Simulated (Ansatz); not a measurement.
Density of states of a NaCl cell (a packing that fell into a crystal (R-3m at 0.1 Å)), per eV and atom, broadened by Gaussian smearing of width 0.1 eV and averaged over bins of 0.4 eV, from 8 eV under the Fermi level at most up to where the solved bands end.

All numbers below come from Ansatz, DFT PBE, scalar-relativistic, plane waves, PAW.

Plane waves to 420 eV, a k mesh through Γ of 4×3×3 on the computed 10-atom cell and Gaussian smearing (0.02 eV); no spin polarisation.

```
CELL_PARAMETERS angstrom
5.38980 -1.23475 -1.26517
-1.14367 6.77112 0.48054
-1.21135 0.42262 6.88041
ATOMIC_POSITIONS crystal
Na 0.69598 0.31488 0.66115
Na 0.29256 0.11405 0.05971
Na 0.89621 0.91596 0.46028
Na 0.49703 0.71475 0.86211
Na 0.10008 0.51608 0.26271
Cl 0.59851 0.51494 0.26222
Cl 0.39563 0.91542 0.46064
Cl 0.79456 0.11522 0.06055
Cl 0.19639 0.31516 0.66137
Cl 0.99658 0.71480 0.86130
```

```tsv
E − E_F (eV)	total	Cl 3p	Na 3s	Cl 3s	Na 2p
-4.35	0.258	0.223	0.034	0.001	0.000
-3.95	1.711	1.547	0.144	0.009	0.002
-3.55	0.844	0.798	0.034	0.004	0.001
-3.15	2.281	2.238	0.020	0.004	0.002
-2.75	2.303	2.289	0.001	0.000	0.001
-2.35	0.103	0.103	0.000	0.000	0.000
-1.95	0.000	0.000	0.000	0.000	0.000
-1.55	0.000	0.000	0.000	0.000	0.000
-1.15	0.000	0.000	0.000	0.000	0.000
-0.75	0.000	0.000	0.000	0.000	0.000
-0.35	0.000	0.000	0.000	0.000	0.000
0.05	0.000	0.000	0.000	0.000	0.000
0.45	0.000	0.000	0.000	0.000	0.000
0.85	0.000	0.000	0.000	0.000	0.000
1.25	0.000	0.000	0.000	0.000	0.000
1.65	0.000	0.000	0.000	0.000	0.000
2.05	0.000	0.000	0.000	0.000	0.000
2.45	0.014	0.000	0.010	0.003	0.000
2.85	0.000	0.000	0.000	0.000	0.000
3.25	0.099	0.008	0.071	0.017	0.000
3.65	0.070	0.007	0.050	0.011	0.000
4.05	0.093	0.010	0.065	0.012	0.000
4.45	0.201	0.021	0.132	0.019	0.000
4.85	0.471	0.037	0.277	0.025	0.000
5.25	0.602	0.031	0.330	0.015	0.000
```

The columns after the total are the largest Löwdin projections on the valence shells of the potentials, so they needn't add up, and the weight of a shell that a potential lacks goes to other orbitals. The cell has a gap on the mesh of 4.93 eV.

An odd mesh misses points on the zone edge, so a gap read on it can be too wide.

Cost: 2 runs of about 2 core-minutes in all (earlier runs that led there not counted), on Intel Xeon Platinum 8488C (Sapphire Rapids) (shared hosts).